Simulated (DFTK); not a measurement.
Runs of DFTK 0.8.2 on KI. The structure is cubic, space group Fm-3m (No. 225). Conventional cell: a = 7.066 Å, b = 7.066 Å, c = 7.066 Å, α = 90.00°, β = 90.00°, γ = 90.00°. I (site symmetry m-3m) is surrounded by 6 K at 3.53 Å. K (site symmetry m-3m) has 6 I at 3.53 Å as nearest neighbours. 

| task | level | potentials or basis | cell | k mesh | cutoff (eV) | valence electrons | mesh quality | gap on the mesh (eV) | pressure (GPa) |
| --- | --- | --- | --- | --- | --- | --- | --- | --- | --- |
| band structure | LDA | cp2k.nc.sr.lda.v0_1.largecore.gth (LDA, GTH, large core) | as given | 7 × 7 × 7 | 544 | I 7, K 1 | not flagged | 3.57 | - |
| single point | PBE | dojo.nc.sr.pbe.v0_4_1.standard.upf (PBE) | atoms moved at random, drawn with an rms of 0.05 Å | 7 × 7 × 7 | 1007 | I 7, K 9 | not flagged | 3.96 | 0.6 |
| band structure | BJ06 | in-house norm-conserving set (r2SCAN, scalar relativistic) | as given | 4 × 4 × 4 | 1252 | I 17, K 9 | not flagged | (a) | - |
| band structure | PBE | SPMS 1.0 (PBE) | as given | 7 × 7 × 7 | 816 | I 7, K 9 | not flagged | 3.96 | 0.6 |
| band structure | PBEsol | cp2k.nc.sr.pbe.v0_1.largecore.gth (PBE, GTH) | as given | 5 × 5 × 5 | 1361 | I 7, K 9 | not flagged | 3.75 | - |
| single point | PBE | dojo.nc.sr.pbe.v0_4_1.standard.upf (PBE) | as given | 7 × 7 × 7 | 1007 | I 7, K 9 | not flagged | 3.96 | 0.6 |

Alike in all rows: no spin polarisation; smearing fermi-dirac 0.05 eV.

Question: Fill in the values left out.

Answer: (a) 4.51.

Caveats: spin-orbit coupling is left out, which moves the levels of the heavy elements; an odd mesh through Γ misses points on the zone boundary, where band edges often lie (some runs); the potentials were made for another functional, which shifts forces and pressure (some runs); this set keeps more shells in the core, which shifts pressures and gaps (some runs); the program leaves the constant c of mgga_x_tb09 at 1, so the potential is Becke-Johnson's (BJ06) and not Tran and Blaha's, with levels but no total energy (some runs); the program warned that the kinetic-energy density falls under its von Weizsäcker bound, which can give unphysical results (some runs).

A k mesh can miss the band edges, and the runs leave out spin-orbit coupling on I.
